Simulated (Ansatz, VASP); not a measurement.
**Rh in VASP and in Ansatz**

```
Rh
1.0
     0.00000    2.31166    1.45450
     2.31166    0.00000    1.45450
     2.31166    2.31166    0.00000
Rh
1
Direct
  0.00000 0.00000 0.00000
```

Alike in both runs: task single point; functional PBE; k mesh 22 × 22 × 22; occupations gaussian, width 0.15 eV; no spin polarisation.

|  | VASP | Ansatz |
| --- | --- | --- |
| version | VASP 6.6.1 | Ansatz 0.2.0 |
| potentials or method | VASP PAW PBE potentials, release 64 (Rh_pv) | scalar-relativistic, plane waves, PAW |
| plane-wave cutoff (eV) | 520 | 420 |
| valence electrons in the cell | 15 | 17 |

|  | VASP | Ansatz | Ansatz less VASP |
| --- | --- | --- | --- |
| gap on the k mesh at the Fermi level (eV) | none | none | - |
| pressure (GPa) | -15.1 | -15.0 | +0.04 |
| largest component of the traceless stress (GPa) | 9.28 | 9.36 | +0.087 |

A gap of «none» marks a metal or a gap that the smearing closes. The two sets of potentials don't hold the same shells in valence.

Caveats: so large a pressure means that the cell lies far from this level's equilibrium, or that cutoff or potentials fall short (VASP).
